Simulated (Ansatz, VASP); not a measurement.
This is a calculation of Si for Ansatz 0.2.0.

The input input.yaml:

```yaml
crystal:
  lattice:
    - [0.0, 2.7218511865, 2.7218511865]
    - [2.7218511865, 0.0, 2.7218511865]
    - [2.7218511865, 2.7218511865, 0.0]
  atoms:
    - { symbol: Si, position: [0.5, 0.5, 0.5] }
    - { symbol: Si, position: [0.75, 0.75, 0.75] }
hamiltonian:
  xc: revpbe
  pseudopotentials: { kind: paw }
  dispersion: d4
kpoints:
  mp_grid: { grid: [8, 8, 8] }
scf:
  occupations: { method: fermi_dirac, width: 0.05 }
output:
  forces: true
  stress: true
  eigenvalues: true
relax:
  f_tol: 0.01
  max_steps: 40
  cell: { stress_tol: 0.05 }
```

Potentials or basis: Ansatz PAW.

The run is started by

```sh
$ ansatz run input.yaml --threads 2 --pin off --max-ram 5632MiB --backend cpu --events-out ev --progress --plain --runs-dir out
```

**Question.** Set up the same calculation for VASP 6.6.1. Potentials there: VASP PAW PBE potentials, release 64 (Si).

**Answer.** As run (the cutoff follows the program's own potentials):

INCAR

```
SYSTEM = Si
PREC = Accurate
ENCUT = 600
EDIFF = 1E-6
ISMEAR = -1
SIGMA = 0.05
LREAL = .FALSE.
LASPH = .TRUE.
NELM = 60
ALGO = Normal
ISIF = 3
LWAVE = .FALSE.
LCHARG = .FALSE.
GGA = RE
IVDW = 13
IBRION = 2
NSW = 40
EDIFFG = -0.01
```

KPOINTS

```
Automatic mesh
0
G
  8 8 8
  0 0 0
```

File POSCAR:

```
Si
1.0
    0.0000000000      2.7218511865      2.7218511865
    2.7218511865      0.0000000000      2.7218511865
    2.7218511865      2.7218511865      0.0000000000
Si
2
Direct
    0.5000000000      0.5000000000      0.5000000000
    0.7500000000      0.7500000000      0.7500000000
```

Potentials or basis: VASP PAW PBE potentials, release 64 (Si).

Command:

```sh
$ cat potpaw_PBE.64/Si/POTCAR > POTCAR
$ mpirun -np 1 vasp_std > vasp.out
```

Both were run:

|  | VASP | Ansatz | Ansatz less VASP |
| --- | --- | --- | --- |
| gap on the k mesh at the Fermi level, each at its own relaxed structure (eV) | 0.61 | 0.62 | +0.004 |
| relaxed volume (Å³/atom) | 19.58 | 19.62 | +0.038 |
| relaxed cell length with the largest relative difference (Å) | 3.812 | 3.814 | +0.0024 |
| energy change over the relaxation (meV/atom) | -5 | -4 | +0.7 |

Caveats: the PAW data sets were made with another functional, which shifts forces and pressure a little (VASP); the plane-wave basis is chosen anew once the cell has moved, so the energies of steps on either side of that aren't comparable (Ansatz); the PAW data sets come from PBE, with cores solved anew for the run's functional, which leaves a small shift of forces and pressure (Ansatz). A k mesh can miss the band edges. A hybrid or GW would open this gap; revPBE tends to underestimate it.
